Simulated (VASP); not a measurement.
## From an Ansatz input to VASP: ZnSe (zincblende)

Ansatz input

```yaml
crystal:
  lattice:
    - [0.0, 2.8324206797, 2.8324206797]
    - [2.8324206797, 0.0, 2.8324206797]
    - [2.8324206797, 2.8324206797, 0.0]
  atoms:
    - { symbol: Zn, position: [0.0, 0.0, 0.0] }
    - { symbol: Se, position: [0.25, 0.25, 0.25] }
kpoints:
  mp_grid: { grid: [6, 6, 6] }
  band_path:
    path:
      - [0.0, 0.0, 0.0]
      - [0.5, 0.0, 0.5]
      - [0.5, 0.25, 0.75]
      - [0.375, 0.375, 0.75]
      - [0.5, 0.5, 0.5]
      - [0.625, 0.25, 0.625]
    npoints: 1
hamiltonian:
  xc: pbe0
scf:
  occupations: { method: fixed }
  n_extra_bands: 4
output:
  forces: true
  stress: true
  eigenvalues: true
```

Problem. Translate this input to VASP.

Solution. 

INCAR, step 1 (PBE orbitals to start from)

```
LASPH = .TRUE.
SIGMA = 0.01
LWAVE = .TRUE.
NBANDS = 16
EDIFF = 1E-5
LREAL = .FALSE.
PREC = Accurate
NELM = 120
ENCUT = 520
GGA = PE
ISMEAR = 0
LCHARG = .FALSE.
```

INCAR, step 2

```
HFRCUT = -1
NSW = 0
PRECFOCK = Fast
LCHARG = .FALSE.
IBRION = -1
ISMEAR = 0
LHFCALC = .TRUE.
ISIF = 2
SIGMA = 0.01
LASPH = .TRUE.
ENCUT = 520
PREC = Accurate
ISTART = 1
LREAL = .FALSE.
GGA = PE
LWAVE = .FALSE.
EDIFF = 1E-7
AEXX = 0.25
NBANDS = 16
NELM = 120
ALGO = Normal
```

KPOINTS

```
KPOINTS created by Atomic Simulation Environment
0
Gamma
6 6 6
0 0 0
```

KPOINTS_OPT

```
special points
6
Reciprocal
0.0000000000 0.0000000000 0.0000000000 1
0.5000000000 0.0000000000 0.5000000000 1
0.5000000000 0.2500000000 0.7500000000 1
0.3750000000 0.3750000000 0.7500000000 1
0.5000000000 0.5000000000 0.5000000000 1
0.6250000000 0.2500000000 0.6250000000 1
```

POSCAR

```
Zn Se
 1.0000000000000000
     0.0000000000000000    2.8324206797113822    2.8324206797113822
     2.8324206797113822    0.0000000000000000    2.8324206797113822
     2.8324206797113822    2.8324206797113822    0.0000000000000000
 Zn  Se
   1   1
Cartesian
  0.0000000000000000 -0.0000000000000000  0.0000000000000000
  1.4162103398556911  1.4162103398556911  1.4162103398556911
```

VASP ran with the recommended PBE PAW datasets (18 valence electrons in the cell). Other inputs would serve too.

```csv
,Ansatz,VASP
gap between bands v and c,3.05 eV,3.04 eV
least direct gap,3.05 eV,3.04 eV
pressure,1.1 GPa,1.1 GPa
```

Each program uses its own PAW datasets. VASP's cell holds 18 valence electrons and Ansatz's 28. Ansatz's stress includes a Pulay correction; VASP's doesn't.
